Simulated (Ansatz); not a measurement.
AlSb:
```cif
data_Al4Sb4
_chemical_formula_sum 'Sb4 Al4'
_space_group_name_H-M_alt 'F-43m'
_space_group_IT_number 216
_space_group_name_Hall 'F -4 2 3'
_cell_length_a 6.10710
_cell_length_b 6.10710
_cell_length_c 6.10710
_cell_angle_alpha 90.000
_cell_angle_beta 90.000
_cell_angle_gamma 90.000
loop_
_atom_site_label
_atom_site_type_symbol
_atom_site_symmetry_multiplicity
_atom_site_Wyckoff_symbol
_atom_site_fract_x
_atom_site_fract_y
_atom_site_fract_z
_atom_site_occupancy
Sb1 Sb 4 c 0.25000 0.25000 0.25000 1
Al1 Al 4 a 0.00000 0.00000 0.00000 1
```
(The calculation used a cell of 2 atoms; values per cell refer to that cell.)

Relaxed with LDA.

Problem. Which orbitals make up the states near the band edges in LDA in the plane-wave PAW code Ansatz?

Solution. Top 1 eV of the valence band: Sb 5p 73 %, Al 3p 24 %. Bottom 1 eV of the conduction band: Al 3p 37 %, Al 3s 21 %, Sb 5p 18 %, Sb 5s 13 %, outside the projected shells 10 %. Projections are on Löwdin-orthogonalised atomic valence shells; empty p or d shells of many metals are not among them.

Problem. Tabulate the density of states.

Solution. States/eV per cell of 2 atoms, in 0.25 eV bins, energy from the valence-band maximum.

```tsv
E (eV)	total	Sb 5p	Al 3p	Al 3s
-7.85	0.00	0.00	0.00	0.00
-7.60	0.00	0.00	0.00	0.00
-7.35	0.00	0.00	0.00	0.00
-7.10	0.00	0.00	0.00	0.00
-6.85	0.00	0.00	0.00	0.00
-6.60	0.00	0.00	0.00	0.00
-6.35	0.00	0.00	0.00	0.00
-6.10	0.00	0.00	0.00	0.00
-5.85	0.00	0.00	0.00	0.00
-5.60	0.03	0.02	0.00	0.01
-5.35	2.19	1.09	0.16	0.89
-5.10	1.86	0.91	0.17	0.69
-4.85	0.92	0.45	0.10	0.30
-4.60	0.62	0.30	0.07	0.19
-4.35	0.48	0.24	0.05	0.13
-4.10	0.37	0.18	0.04	0.10
-3.85	0.30	0.15	0.03	0.08
-3.60	0.25	0.13	0.03	0.06
-3.35	0.58	0.32	0.18	0.05
-3.10	1.46	0.84	0.50	0.07
-2.85	1.25	0.71	0.41	0.07
-2.60	1.21	0.69	0.41	0.07
-2.35	1.57	0.91	0.55	0.07
-2.10	1.88	1.13	0.66	0.06
-1.85	1.79	1.10	0.60	0.05
-1.60	1.69	1.07	0.54	0.04
-1.35	1.63	1.07	0.50	0.03
-1.10	1.58	1.08	0.45	0.02
-0.85	1.13	0.80	0.30	0.01
-0.60	0.67	0.49	0.16	0.01
-0.35	0.41	0.31	0.08	0.00
-0.10	0.12	0.10	0.02	0.00
0.15	0.00	0.00	0.00	0.00
0.40	0.00	0.00	0.00	0.00
0.65	0.00	0.00	0.00	0.00
0.90	0.00	0.00	0.00	0.00
1.15	0.05	0.00	0.03	0.01
1.40	0.32	0.04	0.15	0.05
1.65	0.71	0.12	0.28	0.15
1.90	1.17	0.23	0.41	0.27
2.15	1.85	0.40	0.62	0.43
2.40	2.27	0.55	0.72	0.54
2.65	1.40	0.37	0.43	0.30
2.90	0.93	0.25	0.28	0.17
3.15	1.05	0.22	0.41	0.14
3.40	1.31	0.24	0.63	0.14
3.65	2.35	0.47	1.24	0.13
3.90	1.87	0.40	0.94	0.12
4.15	1.39	0.32	0.67	0.09
4.40	1.45	0.33	0.69	0.07
4.65	1.88	0.41	0.80	0.09
4.90	1.52	0.34	0.60	0.09
5.15	1.39	0.32	0.55	0.08
5.40	1.35	0.32	0.53	0.08
5.65	0.99	0.23	0.38	0.06
5.90	1.22	0.25	0.43	0.06
```

The cell was relaxed with LDA under the symmetry of its start; of distortions, only those at the zone centre were tested. Spin–orbit coupling is left out wherever it is not named.

Potentials: the later of the program's two PAW sets.
